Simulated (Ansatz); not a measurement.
# Candidate structures of MgI2

Level of theory: DFT, PBE, all-electron LAPW, scalar-relativistic in Ansatz 0.2.0.

Each cell is taken as listed (from a database or a relaxation; residual pressures are under 0.6 GPa and forces under 0.08 eV/Å), on meshes of about 0.2 Å⁻¹ spacing; energies are extrapolated to zero smearing, with no zero-point or thermal terms. Other structures, the observed one among them, may be missing from this set and lie lower. No run is spin-polarised.

No spin–orbit coupling, which matters for the heavy atoms here.

Order the structures by energy per atom, lowest first, and give the differences.
A.
```
Mg I
1.0
     0.00000    3.76373    3.76373
     3.76373    0.00000    3.76373
     3.76373    3.76373    0.00000
Mg I
1 2
Cartesian
  0.0000 0.0000 0.0000
  1.8819 1.8819 1.8819
  5.6456 5.6456 5.6456
```
(fluorite type, relaxed by us; 10×10×10 mesh on the primitive cell, smearing 0.03 eV, P = 0.0 GPa)
B.
Space group P-3m1 (No. 164). a = 4.207 Å, b = 4.207 Å, c = 7.850 Å, α = 90.00°, β = 90.00°, γ = 120.00°
| atom | site | symmetry | x | y | z |
| --- | --- | --- | --- | --- | --- |
| Mg | 1a | -3m. | 0.0000 | 0.0000 | 0.0000 |
| I | 2d | 3m. | 0.3333 | 0.6667 | 0.2132 |
(CdI2 type, relaxed by us; 10×10×5 mesh on the primitive cell, smearing 0.05 eV, P = 0.0 GPa)

B (0 meV/atom), A (443 meV/atom).
